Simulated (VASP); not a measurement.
Consider the following.

```
AlSb
1.0
    0.00771     3.08421     3.08421
    3.08421     0.00771     3.08421
    3.09192     3.09192     0.00000
Al Sb
1 1
Direct
  0.00000   0.00000   0.00000
  0.25000   0.25000   0.25000
```

Computed with PBEsol GGA, VASP's PBE PAW potentials (set 64) (plane waves; VASP). Numerical set-up: 480 eV cut-off, 8×8×8 Γ-centred mesh, Gaussian smearing of 0.050 eV, potentials Al Sb.

Question: What does the run give for the energy per atom (σ→0)?

Answer: 
```
Quantity                        Value
---------------------  --------------
energy per atom (σ→0)  -4.434 eV/atom
```

Only differences to runs with the same potentials and settings are physical.

The compound is AlSb in the zinc blende structure. This cell was strained or had an atom moved on purpose.
